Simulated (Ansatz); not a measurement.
Consider MgS in the rock salt structure (space group Fm-3m, No. 225; a = 5.182 Å).

Computed with PBEsol (Ansatz, an electronic-structure program), spin-orbit coupling left out, earlier PAW set.

The change: Ba takes the place of Mg on all its sites, then cell and atoms are relaxed.

Measured lattice parameter a: MgS 5.188 Å (static lattice; corrected from measurement; as listed in Tamar Goldzak et al., The Journal of Chemical Physics (2022)); BaS 6.389 Å (room temperature; as listed in M J Lucero, T M Henderson, G E Scuseria, Journal of Physics Condensed Matter (2012)).

Q: How well does PBEsol reproduce the measured shift?

A: With PBEsol the lattice parameter a moves by +1.150 Å (5.182 → 6.332) against +1.201 Å measured. The two measured values stand on different bases (one corrected, one not), which blurs small differences.

Stability against distortions was not tested.
